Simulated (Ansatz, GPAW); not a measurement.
This is a calculation of In for GPAW 26.7.0 (ASE script). 

File run.py:

```python
from ase import Atoms
from ase.dft.bandgap import bandgap
from ase.io import write
from ase.units import GPa
from gpaw import GPAW, PW

atoms = Atoms(['In'],
              cell=[[3.37690644, 0.0, 0.0],
                    [0.2472340469, 3.3678438845, 0.0],
                    [-1.8120702438, -1.6839219426, 2.2987617161]],
              scaled_positions=[[0.0, 0.0, 0.0]],
              pbc=True)

calc = GPAW(mode=PW(600),
            xc='LDA',
            kpts={'size': (11, 11, 11), 'gamma': True},
            occupations={'name': 'methfessel-paxton', 'order': 0, 'width': 0.05},
            nbands=14,
            convergence={'density': 1e-05, 'energy': 1e-05},
            maxiter=150,
            txt='gpaw.txt')
atoms.calc = calc
energy = atoms.get_potential_energy()
forces = atoms.get_forces()
stress = atoms.get_stress()
calc.write('gs.gpw')
write('result.traj', atoms)
print(f'Energy: {energy:.6f} eV')
print('Forces (eV/A):')
print(forces.round(4))
print('Stress (GPa):', (stress / GPa).round(3))
print('Fermi level:', round(calc.get_fermi_level(), 4), 'eV')
print(f'Gap: {bandgap(calc)[0]:.4f} eV, direct: {bandgap(calc, direct=True)[0]:.4f} eV')
```

Potentials or basis: the program's PAW data sets (release 1.2.1) made for this functional, pw.

Command:

```console
$ OMP_NUM_THREADS=1 python run.py
```

Set up the same calculation for Ansatz 0.2.0. Potentials or basis there: Ansatz PAW, cutoff 420 eV.

As run (cutoffs and basis follow the program's own potentials, and thresholds, step limits or extra output files can differ):

Contents of input.yaml:

```yaml
crystal:
  lattice:
    - [3.37690644, 0.0, 0.0]
    - [0.2472340469, 3.3678438845, 0.0]
    - [-1.8120702438, -1.6839219426, 2.2987617161]
  atoms:
    - { symbol: In, position: [0.0, 0.0, 0.0] }
hamiltonian:
  xc: lda
  pseudopotentials: { kind: paw }
kpoints:
  mp_grid: { grid: [11, 11, 11] }
scf:
  occupations: { method: gaussian, width: 0.05 }
output:
  forces: true
  stress: true
  eigenvalues: true
```

Potentials or basis: Ansatz PAW.

Launch:

```console
$ ansatz run input.yaml --threads 1 --pin off --max-ram 3584MiB --backend cpu --events-out ev --progress --plain --runs-dir out
```

Both were run:

|  | GPAW | Ansatz |
| --- | --- | --- |
| Pressure | -2.9 GPa | -2.6 GPa |

Ansatz's pressure holds a Pulay term of +0.02 GPa for its cutoff of 420 eV, which the other run lacks.

Ansatz's potentials were made for PBE.

Where Ansatz's input types no cutoff or centring, it takes its own default and a Γ-centred mesh.

The two programs' LDA may be different fits to the electron gas.

Pressure is positive in compression.
